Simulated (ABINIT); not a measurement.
**Cu: band structure with WC**

Crystal: Cu.

```xyz
1
Lattice="0.0000 1.8075 1.8075 1.8075 0.0000 1.8075 1.8075 1.8075 0.0000" Properties=species:S:1:pos:R:3 pbc="T T T"
Cu    0.0000    0.0000    0.0000
```

```json
{
 "Program": "ABINIT 10.8.3 (patched build)",
 "Task": "band structure",
 "Functional": "WC",
 "Potentials or basis": "PseudoDojo NC SR PBEsol v0.4.1 standard",
 "Cutoff": "1252 eV",
 "k mesh": "13 × 13 × 13",
 "Occupations": "fermi-dirac, width 0.05 eV",
 "Spin": "no spin polarisation"
}
```

```yaml
Pressure: -6.3 GPa
Band_gap_on_the_k_mesh: none (metal or under the smearing width)
Valence_electrons_inside_the_program's_atomic_spheres: Cu 17.35 (radii [1.0584] Å)
```

Levels at the corners of the path, in eV from the Fermi level:
```
point  band 5  band 6  band 7  band 8  band 9  band 10  band 11  band 12  band 13  band 14
    Γ   -9.64   -3.16   -3.16   -3.16   -2.31    -2.31    22.48    24.97    24.97    24.97
    X   -5.05   -4.59   -1.74   -1.59   -1.59     1.21     6.90    12.77    12.77    17.42
    W   -4.30   -3.69   -3.69   -2.35   -1.59     5.97     5.97     8.14     8.46    28.01
    K   -4.46   -4.23   -2.91   -2.17   -1.79     4.10     5.50     7.59    14.86    19.08
    Γ   -9.64   -3.16   -3.16   -3.16   -2.31    -2.31    22.48    24.97    24.97    24.97
    L   -5.29   -3.19   -3.19   -1.73   -1.73    -1.27     3.54    20.97    21.73    21.73
    U   -4.46   -4.23   -2.91   -2.17   -1.79     4.10     5.50     7.59    14.86    19.08
    W   -4.30   -3.69   -3.69   -2.35   -1.59     5.97     5.97     8.14     8.46    28.01
    L   -5.29   -3.19   -3.19   -1.73   -1.73    -1.27     3.54    20.97    21.73    21.73
    K   -4.46   -4.23   -2.91   -2.17   -1.79     4.10     5.50     7.59    14.86    19.08
```

Run time: 48 s on 1 thread of Intel(R) Xeon(R) Platinum 8488C (Sapphire Rapids), with other jobs on the host, peak memory 0.11 GiB.

Caveat: the potentials were made for another functional, which shifts forces and pressure.
